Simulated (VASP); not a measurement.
Crystal: CuO (Tenorite).

```
CELL_PARAMETERS angstrom
2.34185 -1.71130 0.00000
2.34185 1.71130 0.00000
-0.85003 0.00000 5.05787
ATOMIC_POSITIONS crystal
Cu 0.50000 0.00000 0.50000
Cu 0.00000 0.50000 0.00000
O 0.41840 0.58160 0.75000
O 0.58160 0.41840 0.25000
```

- Program: VASP 6.6.1
- Task: relaxation of cell and atoms
- Functional: PBEsol
- Potentials or basis: VASP PAW PBE potentials, release 64 (Cu, O)
- Cutoff: 600 eV
- k mesh: 8 × 8 × 4
- Occupations: fermi-dirac, width 0.05 eV
- Spin: no spin polarisation

At the start: pressure -2.1 GPa; volume 10.13 Å³/atom.

Question: How do energy, volume and symmetry change on relaxing?

Answer: Over 33 steps the energy falls by 33.6 meV/atom and the volume is 10.67 Å³/atom (+5.3 %); space group Cccm (No. 66, to 0.05 Å).

Step by step:
| step | energy change (eV) | largest force (eV/Å) | pressure (GPa) | volume (Å³) |
| --- | --- | --- | --- | --- |
| 1 | 0.0000 | 0.3366 | -2.12 | 40.54 |
| 2 | -0.0128 | 0.1745 | 2.34 | 39.76 |
| 3 | -0.0129 | 0.1897 | 1.88 | 39.83 |
| 4 | -0.0242 | 0.1145 | 1.33 | 40.12 |
| 5 | -0.0345 | 0.0463 | 0.45 | 40.72 |
| 6 | -0.0463 | 0.0019 | -0.35 | 41.09 |
| 7 | -0.0703 | 0.1080 | -2.48 | 42.18 |
| 8 | -0.0739 | 0.2146 | -6.27 | 44.19 |
| 9 | -0.0792 | 0.1538 | -3.95 | 42.97 |
| 10 | -0.0863 | 0.1523 | -3.44 | 42.94 |
| 11 | -0.1030 | 0.1488 | -1.92 | 42.84 |
| 12 | -0.1145 | 0.1592 | 1.12 | 42.53 |
| 13 | -0.1203 | 0.1310 | 0.55 | 42.68 |
| 14 | -0.1258 | 0.0721 | -0.53 | 42.94 |
| 15 | -0.1261 | 0.0567 | -0.83 | 43.00 |
| 16 | -0.1284 | 0.0375 | -0.18 | 42.81 |
| 17 | -0.1296 | 0.0120 | 0.62 | 42.56 |
| 18 | -0.1306 | 0.0114 | 0.03 | 42.66 |
| 19 | -0.1307 | 0.0118 | -0.31 | 42.71 |
| 20 | -0.1307 | 0.0110 | -0.24 | 42.70 |
| 21 | -0.1311 | 0.0161 | -0.10 | 42.66 |
| 22 | -0.1316 | 0.0245 | 0.15 | 42.59 |
| 23 | -0.1317 | 0.0419 | 0.61 | 42.45 |
| 24 | -0.1318 | 0.0351 | 0.45 | 42.51 |
| 25 | -0.1321 | 0.0352 | 0.30 | 42.55 |
| 26 | -0.1328 | 0.0360 | -0.08 | 42.64 |
| 27 | -0.1330 | 0.0376 | -0.81 | 42.83 |
| 28 | -0.1331 | 0.0373 | -0.51 | 42.75 |
| 29 | -0.1336 | 0.0314 | -0.34 | 42.72 |
| 30 | -0.1342 | 0.0179 | 0.06 | 42.65 |
| 31 | -0.1342 | 0.0150 | 0.11 | 42.64 |
| 32 | -0.1342 | 0.0146 | 0.16 | 42.64 |
| 33 | -0.1342 | 0.0096 | 0.04 | 42.67 |

Final structure:
```
CELL_PARAMETERS angstrom
2.09557 -1.98613 0.15809
2.09557 1.98613 0.15809
-0.41129 0.00000 5.09482
ATOMIC_POSITIONS crystal
Cu 0.50000 0.00000 0.50000
Cu 0.00000 0.50000 0.00000
O 0.49813 0.50187 0.75000
O 0.50187 0.49813 0.25000
```

Caveat: the PAW data sets were made with another functional, which shifts forces and pressure a little; the run has no spin polarisation, though such a crystal can be magnetic.
